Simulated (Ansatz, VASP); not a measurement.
## Pt: VASP beside Ansatz

```
CELL_PARAMETERS angstrom
0.00000 1.95959 1.95959
1.95959 0.00000 1.95959
1.95959 1.95959 0.00000
ATOMIC_POSITIONS crystal
Pt 0.00000 0.00000 0.00000
```

Alike in both runs: task single point; functional PBEsol; k mesh 18 × 18 × 18; occupations fermi-dirac, width 0.08 eV; non-collinear spin, spin-orbit coupling.

```csv
,VASP,Ansatz
version,VASP 6.6.1,Ansatz 0.2.0
potentials or method,"VASP PAW PBE potentials, release 64 (Pt)","PAW with Ansatz's default frozen-core files, fully relativistic files with spin-orbit coupling"
plane-wave cutoff (eV),520,420
valence electrons in the cell,10,18
```

Ansatz gave:

- pressure (GPa): 0.4
- net moment per atom (μB): 0.00

Task: Estimate VASP's values.

Result: Pressure (GPa): 0.3; net moment per atom (μB): 0.00.

The functional is the same, so the differences come from potentials, cutoffs and numerics. The two sets of potentials don't hold the same shells in valence.

Caveats: the PAW data sets were made with another functional, which shifts forces and pressure a little (VASP).
